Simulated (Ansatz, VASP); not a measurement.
## Rb in VASP and in Ansatz

```
Rb
1.0
     0.00000    3.43189    3.43189
     3.43189    0.00000    3.43189
     3.43189    3.43189    0.00000
Rb
2
Direct
  0.87500 0.87500 0.87500
  0.12500 0.12500 0.12500
```

Alike in both runs: functional PBE; k mesh 9 × 9 × 9; occupations fermi-dirac, width 0.08 eV; no spin polarisation.

Ansatz relaxed the structure, and its values are those at the end. VASP's run is a single point on that final structure, the one shown.

|  | VASP | Ansatz |
| --- | --- | --- |
| version | VASP 6.6.1 | Ansatz 0.2.0 |
| potentials or method | VASP PAW PBE potentials, release 64 (Rb_sv) | PAW with Ansatz's default frozen-core files, scalar-relativistic |
| plane-wave cutoff (eV) | 520 | 420 |
| valence electrons in the cell | 18 | 18 |

```tsv
	VASP	Ansatz	Ansatz less VASP
pressure (GPa)	10.1	10.0	-0.13
```
